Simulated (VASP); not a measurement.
## Al: relaxation of the atoms with PBE

The system is Al, a slab with vacuum.

```
Al
1.0
     2.85620    0.00000    0.00000
     0.00000    4.03928    0.00000
     0.00000    0.00000   19.28431
Al
4
Direct
  0.50000 0.50000 0.38892
  0.00000 0.00000 0.46297
  0.50000 0.50000 0.53703
  0.00000 0.00000 0.61108
```

The slab is cut from a database's or a generator's crystal, which needn't be the stable form of the element.

```
Program                : VASP 6.6.1
Task                   : relaxation of the atoms
Functional             : PBE
Potentials or basis    : VASP PAW PBE potentials, release 64 (Al)
Cutoff                 : 520 eV
k mesh                 : 13 × 10 × 1
Occupations            : methfessel-paxton, width 0.1 eV
Spin                   : no spin polarisation
Dipole correction      : yes
Further INCAR settings : ALGO = Normal; EDIFF = 1e-06; IBRION = 2; EDIFFG = -0.02; NSW = 80
```

```yaml
Energy_gained_by_relaxing: 4.4 meV/atom
Ionic_steps: 6
Largest_force_after_relaxing: 0.008 eV/Å
Band_gap_on_the_k_mesh: none (metal or under the smearing width)
```

Forces on the atoms (eV/Å):
```
Al   0.000  0.000 -0.008
Al   0.000  0.000  0.003
Al   0.000  0.000 -0.003
Al   0.000  0.000  0.008
```

Step by step:
```csv
step,energy change (eV),largest force (eV/Å),pressure (GPa)
1,0.0000,0.2650,-1.11
2,-0.0077,0.1874,-1.10
3,-0.0170,0.0533,-1.05
4,-0.0170,0.0503,-1.05
5,-0.0174,0.0310,-1.02
6,-0.0176,0.0083,-0.97
```

Final structure:
```yaml
crystal:
  lattice:
    - [2.85620, 0.00000, 0.00000]
    - [0.00000, 4.03928, 0.00000]
    - [0.00000, 0.00000, 19.28431]
  atoms:
    - { symbol: Al, position: [0.50000, 0.50000, 0.39095] }
    - { symbol: Al, position: [0.00000, 0.00000, 0.46056] }
    - { symbol: Al, position: [0.50000, 0.50000, 0.53944] }
    - { symbol: Al, position: [0.00000, 0.00000, 0.60905] }
```

Levels at points of the mesh, in eV from the Fermi level:
```tsv
k point	band 3	band 4	band 5	band 6	band 7	band 8	band 9	band 10
(0.00, 0.00, 0.00)	-4.38	-2.02	-1.31	-0.46	0.22	1.41	2.40	3.82
(0.00, 0.50, 0.00)	-5.57	-5.57	-2.20	-2.20	1.39	1.39	4.39	4.39
```

Wall time 68 s on 2 MPI ranks on Intel(R) Xeon(R) 6975P-C (Granite Rapids), on a shared host, peak memory 0.33 GiB a rank.
